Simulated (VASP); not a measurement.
A run of VASP 6.6.1 is set up as follows.

File INCAR:

```
  ALGO = Fast
  EDIFF = 1E-7
  ENCUT = 520
  GGA = PE
  ISIF = 2
  ISMEAR = -1
  LASPH = True
  LCHARG = False
  LREAL = False
  LWAVE = False
  NBANDS = 11
  NELM = 100
  PREC = Accurate
  SIGMA = 0.03
```

KPOINTS

```
k-points
0
Gamma
  11 11 11
```

Contents of POSCAR:

```
BeTe
1.0
    0.0000000000      2.7700000000      2.7700000000
    2.7700000000      0.0000000000      2.7700000000
    2.7700000000      2.7700000000      0.0000000000
Be Te
1 1
Direct
    0.0000000000      0.0000000000      0.0000000000
    0.7500000000      0.7500000000      0.7500000000
```

Potentials or basis: VASP PAW PBE potentials, release 64 (Be, Te).

Command:

```bash
$ cat potpaw_PBE.64/Be/POTCAR potpaw_PBE.64/Te/POTCAR > POTCAR
$ mpirun -np 1 vasp_std > vasp.out
```

Task: What does it give for the band gap on the k mesh?

Result: 1.87 eV, indirect (least direct gap 3.56 eV).

Task: Estimate the pressure.

Result: 4.5 GPa.

Caveat: spin-orbit coupling is left out, which moves the levels of the heavy elements; an odd mesh through Γ misses points on the zone boundary, where band edges often lie.
